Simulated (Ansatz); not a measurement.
# GaAs (F-43m) in Ansatz: reference runs

How does GaAs come out in PBEsol? The cell is run as given.

All numbers are computed with Ansatz 0.2.0; they aren't measurements. Logs are shortened: lines on timing, memory, paths and dates and some standing lists are left out, and cuts for length are marked.

**Measured values to compare with.**

“Evidence of valence band perturbations in GaAsN/GaAs(001): A combined variable-angle spectroscopic ellipsometry and modulated photoreflectance investigation”, 2008, arxiv:0805.2212 reports, for a bulk crystal of GaAs at 300 K: band gap 1.412 ± 0.01 eV (direct).

How close the calculation comes is told below.

**1. Starting point**

The structure is cubic, space group F-43m (No. 216). Conventional cell: a = 5.654 Å, b = 5.654 Å, c = 5.654 Å, α = 90.00°, β = 90.00°, γ = 90.00°. As (site symmetry -43m) has 4 Ga at 2.45 Å as nearest neighbours. Ga (site symmetry -43m) is surrounded by 4 As at 2.45 Å.

**2. Single point, PBEsol**

Input file input.yaml:

```yaml
crystal:
  lattice:
    - [0.0, 2.82685, 2.82685]
    - [2.82685, 0.0, 2.82685]
    - [2.82685, 2.82685, 0.0]
  atoms:
    - { symbol: As, position: [0.75, 0.75, 0.75] }
    - { symbol: Ga, position: [0.0, 0.0, 0.0] }
kpoints:
  mp_grid: { grid: [8, 8, 8] }
scf:
  occupations: { method: fermi_dirac, width: 0.05 }
hamiltonian:
  xc: pbesol
  pseudopotentials: { kind: all_electron, lapw: { basis_error: 0.001 } }
output:
  forces: true
  stress: true
  eigenvalues: true
  populations: true
```

Potentials or basis: all-electron LAPW, scalar-relativistic.

Started as:

```
$ ansatz run input.yaml --threads 1 --pin off --max-ram 3072MiB --backend cpu --events-out ev --progress --plain --runs-dir out
```

What it wrote:

```text
Warning: RAYON_NUM_THREADS=1 ignored (pool sized by the plan → 1); use --threads N
As: projections on atomic orbitals take those of the free atom 1s2 2s2 2p6 3s2 3p6 3d10 4s2 4p3, of charge +0.00 (hamiltonian.pseudopotentials.projection_atoms)
Ga: projections on atomic orbitals take those of the free atom 1s2 2s2 2p6 3s2 3p6 3d10 4s2 4p1, of charge +0.00 (hamiltonian.pseudopotentials.projection_atoms)
LAPW: plane waves up to 9.108 Å⁻¹, error target 1.0e-3 eV per atom; small_component_spin mean_spin; Ga in spheres of 1.234 Å, 21 of its electrons in bands, Dirac shells []; As in spheres of 1.214 Å, 23 of its electrons in bands, Dirac shells [] (how accurate: hamiltonian.pseudopotentials.lapw.basis_error, Limitations)
Engine: ansatz 0.2.0, aarch64-unknown-linux-gnu
Pseudopotentials: kind: all_electron
Pseudopotential: As, LAPW, valence charge 23, lapw/all_electron/scalar/gaussian/As, Koelling and Harmon's equation, gaussian nucleus
Pseudopotential: Ga, LAPW, valence charge 21, lapw/all_electron/scalar/gaussian/Ga, Koelling and Harmon's equation, gaussian nucleus
Functional definition: PBEsol
  exchange = pbesol_x
  correlation = pbesol_c
Crystal: 2 atoms, lattice volume = 45.179 Å³
Basis set: ecut = 316.0543304747269 eV, 561 PW (Γ), exchange–correlation at level 2
Bands: 27, of which v1, the nominal top of the filled ones, is band 22 counted from 1 (21 counted from 0)
Symmetry: 24 space group operations
Space group: F-43m (ITA 216), of the structure as read, at distance tolerance 3.6e-5 Å
k-points: 29 of 512 (time reversal used)
Non-local potential: As, projectors of the file, none
Non-local potential: Ga, projectors of the file, none
Initial density: superposition of atomic densities (chi_scale 0.1, normalization cell, long waves kept (reshape's long-wave potential 0.00 eV rms))
Initial wavefunctions: plane waves of lowest kinetic energy (no species holds an atomic orbital)
Functional: x = pbesol(κ = 0.804, μ = 0.12345679012345678), c = pbesol(β = 0.046)
iter 1 solved again at ethr=1.20e-3 eV; its pass at ethr=1.00e-1 eV (dr2=5.29e-1 eV) is discarded
SCF iter   1: F=—  HF=-114341.688970 eV  |F-HF|=—  |Δ(HF+E_count)|=         —  Δρ=2.99e-2  dr2=5.30e-1  ethr=1.20e-3  ⟨swp⟩=2.0  Hψ=4832  notcnv=0
preconditioner: auto → none  [insulator: Δε(μ)=0.669 eV  Ē_g=15.877 eV  σ=0.050 eV  W_gap=1.00  n_scr=14 (ndim 8)  ℏωp=23.4 eV  f_vac=0.115  D(μ)=0.00/eV (n_scr^D=0)  ε∞_Penn≈3.2]
SCF iter   2: F=—  HF=-114341.531024 eV  |F-HF|=—  |Δ(HF+E_count)|=   1.58e-1  Δρ=1.17e-2  dr2=5.69e-2  ethr=1.20e-3  ⟨swp⟩=2.3  Hψ=2332  notcnv=0
SCF iter   3: F=—  HF=-114341.512165 eV  |F-HF|=—  |Δ(HF+E_count)|=   1.89e-2  Δρ=5.10e-3  dr2=1.06e-2  ethr=1.29e-4  ⟨swp⟩=2.0  Hψ=2319  notcnv=0
iter 4 solved again at ethr=7.79e-7 eV; its pass at ethr=2.42e-5 eV (dr2=3.43e-4 eV) is discarded
SCF iter   4: F=—  HF=-114341.506351 eV  |F-HF|=—  |Δ(HF+E_count)|=         —  Δρ=9.95e-4  dr2=3.41e-4  ethr=7.79e-7  ⟨swp⟩=2.0  Hψ=3784  notcnv=0
the basis was enlarged: its passes take 96.5 KiB over the memory plan, 1 of 1 planned eigensolver slots
SCF iter   5: F=—  HF=-114341.506219 eV  |F-HF|=—  |Δ(HF+E_count)|=   1.32e-4  Δρ=1.84e-4  dr2=8.77e-6  ethr=7.76e-7  ⟨swp⟩=2.0  Hψ=2176  notcnv=0
SCF iter   6: F=—  HF=-114341.506224 eV  |F-HF|=—  |Δ(HF+E_count)|=   5.05e-6  Δρ=6.01e-5  dr2=1.23e-6  ethr=1.99e-8  ⟨swp⟩=3.0  Hψ=2264  notcnv=0
SCF iter   7: F=-114341.506225 eV  HF=-114341.506225 eV  |F-HF|=5.27e-8  |Δ(HF+E_count)|=   1.02e-6  Δρ=1.00e-5  dr2=3.92e-8  ethr=2.79e-9  ⟨swp⟩=3.0  Hψ=2280  notcnv=0
SCF 1 converged in 7 iterations: F = -114341.506225 eV  dr2 = 3.92e-8
SCF converged after 7 iterations
Free energy (F): -114341.506225 eV
Harris-Foulkes:  -114341.506225 eV  (|F-HF|=5.27e-8)
Internal energy: -114341.506181 eV  (E = F + TS)
E sigma→0 (E₀):  -114341.506203 eV
Entropy (-TS):   -0.000045 eV (-0.022 meV/atom)
Fermi energy:    9.477403 eV
--- Per-component energies (eV) ---
  E_band       = -2123.164386
  E_kinetic    = 116741.060768
  E_xc         = -4257.705022
  E_electrostatic = -226824.861926  (all electrons and nuclei)
  E_smearing   = -0.000045  (= −TS)
  E_closure    = 0.000000  (closes the sum)
  E_atoms      = -114332.430773  (free atoms, spherical and without spin; not in F)
  Σ components = -114341.506225   (vs F -114341.506225, Δ=0.00e0)
  Basis errors (estimates in eV, not in F): energy 4.4e-4 per atom: plane waves 4.0e-4 (2.3e-4 summed), levels above the bands 1.8e-75, relativity 1.8e-8, radial functions 4.3e-5, core shells 8.9e-11; eigenvalues (radial functions only) 8.7e-7; not estimated: angular momenta, meshes, grids; target (lapw.basis_error) 1.0e-3; muffin-tin radii Ga 1.234 Å, As 1.214 Å
--- Forces (eV/Å), atoms counted from 1 ---
  atom   1  As    -0.00000000     0.00000000    -0.00000000
  atom   2  Ga     0.00000000    -0.00000000     0.00000000
  max |Σ_I F_I| component: 8.10e-18 eV/Å
--- Stress (GPa, compression-positive) ---
        0.191373       0.000000      -0.000000
        0.000000       0.191373       0.000000
       -0.000000       0.000000       0.191373
  P = ⅓ Tr σ = 0.1914 GPa (1.914 kbar)
--- Band table (eV; the first three rows and the last of 29) ---
  k-point 0: bands = ["-175.1222", "-134.0232", "-118.6831", "-118.6831", "-118.6831", "-84.9253", "-84.9253", "-84.9253", "-25.9412", "-25.9412", "-25.9412", "-25.9313", "-25.9313", "-5.5512", "-5.5512", "-5.5512", "-5.4720", "-5.4720", "-3.5272", "9.2249", "9.2249", "9.2249", "9.6713", "12.9263", "12.9263", "12.9263", "16.6285"]
  k-point 1: bands = ["-175.1222", "-134.0232", "-118.6831", "-118.6831", "-118.6831", "-84.9253", "-84.9253", "-84.9253", "-25.9412", "-25.9411", "-25.9411", "-25.9313", "-25.9313", "-5.5652", "-5.5476", "-5.5476", "-5.4722", "-5.4722", "-3.3438", "7.2372", "8.9873", "8.9873", "10.7656", "13.2756", "13.2756", "13.3640", "17.5899"]
  k-point 2: bands = ["-175.1222", "-134.0232", "-118.6831", "-118.6831", "-118.6831", "-84.9253", "-84.9253", "-84.9253", "-25.9411", "-25.9408", "-25.9408", "-25.9312", "-25.9312", "-5.5957", "-5.5398", "-5.5398", "-5.4718", "-5.4718", "-2.8318", "5.0604", "8.5436", "8.5436", "10.6130", "13.7911", "13.7911", "15.1008", "18.0230"]
  k-point 28: bands = ["-175.1222", "-134.0232", "-118.6831", "-118.6831", "-118.6831", "-84.9253", "-84.9253", "-84.9253", "-25.9410", "-25.9406", "-25.9394", "-25.9314", "-25.9307", "-5.6523", "-5.5195", "-5.5066", "-5.4829", "-5.4684", "-0.9561", "2.5779", "5.6575", "5.8490", "13.8214", "13.8552", "14.5738", "15.1780", "20.2243"]
--- Löwdin populations: 2 sites ---
  site symbol       q [e]
     0     As     32.9952
     1     Ga     30.9670
  spilling = 0.000590 (of n_electrons = 64.000000)
```

Run time: 15 s. Hardware: 1 thread of Arm Neoverse V2, shared host; peak memory 0.29 GiB.

What came out:

```
Free energy            : -114341.5062 eV
Pressure               : 0.2 GPa
Band gap on the k mesh : 0.45 eV, direct
```

**3. Equation of state, PBEsol**

Potentials or basis: all-electron LAPW, scalar-relativistic.

This step only gathers the single runs of the series.

Results:

| Item | Value |
| --- | --- |
| Equilibrium volume | 22.65 Å³/atom |
| Bulk modulus | 69 GPa |
| Pressure derivative of the bulk modulus | 4.9 |

Energy against volume, from the lowest point:
```csv
volume (Å³/atom),energy (meV/atom)
21.234,21.61
21.686,9.61
22.138,2.59
22.590,0.00
23.041,1.37
23.493,6.26
23.945,14.23
```

**4. Against experiment**

Step 2. A measured gap of GaAs is 1.412 eV (direct; 300 K; “Evidence of valence band perturbations in GaAsN/GaAs(001): A combined variable-angle spectroscopic ellipsometry and modulated photoreflectance investigation”, 2008, arxiv:0805.2212); the calculated 0.45 eV misses it by -0.97 eV. 3 values of this kind are on record (1.412 to 1.51 eV); this one was drawn at random among those near their median, those with a stated uncertainty first. Spin-orbit coupling on As, Ga is left out. The value is that of PBEsol on a finite k mesh, which can miss the band edges, without temperature or zero-point motion. Semilocal functionals fall short of measured gaps as a rule.
